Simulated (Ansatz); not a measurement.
## SnSe: ab initio molecular dynamics

Level of theory: DFT PBEsol, scalar-relativistic, plane waves, PAW in Ansatz. Settings: plane waves to 420 eV, k-mesh 2×2×2 (shifted by 0.5, 0.5, 0.5 steps), Fermi–Dirac smearing 0.02 eV. The mesh is coarse. No spin polarisation.

16 atoms, starting at 1.00 times the perfect crystal's volume (space group Cmcm, not the usual structure, the cell as given, not relaxed at this level); Langevin thermostat and barostat at 200 K (friction 0.05 fs⁻¹), target pressure 2 GPa; 16 steps of 3 fs. The run is short and not equilibrated. The steps keep the starting cell's plane waves.

First frame:

```
CELL_PARAMETERS angstrom
2.15500 5.85250 -4.31800
2.15500 5.85250 4.31800
8.62000 0.00000 0.00000
ATOMIC_POSITIONS crystal
Sn 0.49500 0.74500 0.44000
Sn 0.99500 0.24500 0.44000
Sn 0.49500 0.74500 0.94000
Sn 0.99500 0.24500 0.94000
Sn 0.00500 0.75500 0.06000
Sn 0.50500 0.25500 0.06000
Sn 0.00500 0.75500 0.56000
Sn 0.50500 0.25500 0.56000
Se 0.73100 0.98100 0.32200
Se 0.23100 0.48100 0.32200
Se 0.73100 0.98100 0.82200
Se 0.23100 0.48100 0.82200
Se 0.76900 0.51900 0.17800
Se 0.26900 0.01900 0.17800
Se 0.76900 0.51900 0.67800
Se 0.26900 0.01900 0.67800
```

```yaml
Mean_temperature_over_the_second_half: 183 K
Mean_pressure_over_the_second_half_kinetic_part_included: -0.6 GPa
Mean_potential_energy_above_the_perfect_crystal_as_given_at_volume_ratio_1;_besides_heat_the_difference_comes_from_the_crystal's_own_forces_of_up_to_0.30_eV/Å_and_pressure_of_-3.3_GPa;_its_own_run_had_another_smearing_without_effect_beside_its_gap: -12 meV/atom
Mean_volume_over_the_second_half: 25.92 Å³/atom
Mean-square_drift_of_Se_from_first_to_last_step_mean_shift_of_all_atoms_removed: 0.02 Å²
Mean-square_drift_of_Sn_from_first_to_last_step_mean_shift_of_all_atoms_removed: 0.02 Å²
```

Pair distribution functions g(r), second half of the run, up to half the cell's height:

```
r (Å) Se-Sn
 2.55    0.0
 2.65    2.7
 2.75    3.0
 2.85    0.1
 2.95    6.5
 3.05   11.5
 3.15    0.1
 3.25    0.0
 3.35    0.0
```

Along the run (potential energy from its first value; pressure with the kinetic part):

```csv
t (fs),T (K),ΔE_pot (meV/atom),P (GPa)
0.0,188,0.0,-3.2
3.0,131,-0.4,-3.2
6.0,110,-1.4,-3.1
9.0,139,-2.8,-2.9
12.0,156,-4.5,-2.7
15.0,140,-6.1,-2.5
18.0,131,-7.4,-2.3
21.0,202,-8.7,-2.0
24.0,190,-9.8,-1.8
27.0,171,-10.7,-1.5
30.0,126,-11.4,-1.3
33.0,132,-11.9,-1.1
36.0,163,-12.4,-0.8
39.0,180,-12.7,-0.4
42.0,200,-12.6,0.0
45.0,236,-11.9,0.4
48.0,248,-10.7,0.9
```

Cost: 1 run of about 7.4 core-minutes (earlier runs that led there not counted), on Arm Neoverse V2 (shared hosts).